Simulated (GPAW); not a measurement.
A run of GPAW 26.7.0:

The input run.py:

```python
from ase.dft.bandgap import bandgap
from ase.io import read, write
from ase.units import GPa
from gpaw import GPAW, PW

atoms = read('ZnS.cif')

calc = GPAW(mode=PW(600),
            xc='revPBE',
            kpts={'size': (7, 7, 7), 'gamma': True},
            occupations={'name': 'fermi-dirac', 'width': 0.05},
            nbands=18,
            convergence={'density': 1e-05, 'energy': 1e-05},
            maxiter=150,
            txt='gpaw.txt')
atoms.calc = calc
energy = atoms.get_potential_energy()
forces = atoms.get_forces()
stress = atoms.get_stress()
calc.write('gs.gpw')
write('result.traj', atoms)
print(f'Energy: {energy:.6f} eV')
print('Forces (eV/A):')
print(forces.round(4))
print('Stress (GPa):', (stress / GPa).round(3))
print('Fermi level:', round(calc.get_fermi_level(), 4), 'eV')
print(f'Gap: {bandgap(calc)[0]:.4f} eV, direct: {bandgap(calc, direct=True)[0]:.4f} eV')

path = atoms.cell.bandpath('GXWKGLUWLK,UX', npoints=80, eps=1e-4)
bs_calc = calc.fixed_density(kpts=path, symmetry='off', nbands=28,
                             convergence={'bands': 'CBM+6.0', 'eigenstates': 1e-6}, txt='bands.txt')
bs = bs_calc.band_structure()
bs.write('bs.json')
print(f'Gap on the path: {bandgap(bs_calc)[0]:.4f} eV')
```

File ZnS.cif:

```cif
data_ZnS
_cell_length_a 3.82120505
_cell_length_b 3.82120505
_cell_length_c 3.82120505
_cell_angle_alpha 60.00000000
_cell_angle_beta 60.00000000
_cell_angle_gamma 60.00000000
_space_group_name_H-M_alt 'P1'
_space_group_name_Hall 'P 1'
_space_group_IT_number 1
loop_
_space_group_symop_operation_xyz
'x,y,z'
loop_
_atom_site_label
_atom_site_type_symbol
_atom_site_symmetry_multiplicity
_atom_site_Wyckoff_symbol
_atom_site_fract_x
_atom_site_fract_y
_atom_site_fract_z
_atom_site_occupancy
Zn1 Zn 1 a 0.7500000000 0.7500000000 0.7500000000 1
S1 S 1 a 0.0000000000 0.0000000000 0.0000000000 1
```

Potentials or basis: the program's PAW data sets (release 1.2.1) made for this functional, pw.

Run with:

```sh
$ OMP_NUM_THREADS=1 python run.py
```

Hardware: 1 thread of Arm Neoverse V1 (shared host).

Task: Estimate the wall time of this run.

Result: Run time: 50 s on 1 thread of Arm Neoverse V1, on a shared host, peak memory 0.24 GiB. Counts: scf iterations 16, plane waves 1363, bands 18, k points 20.
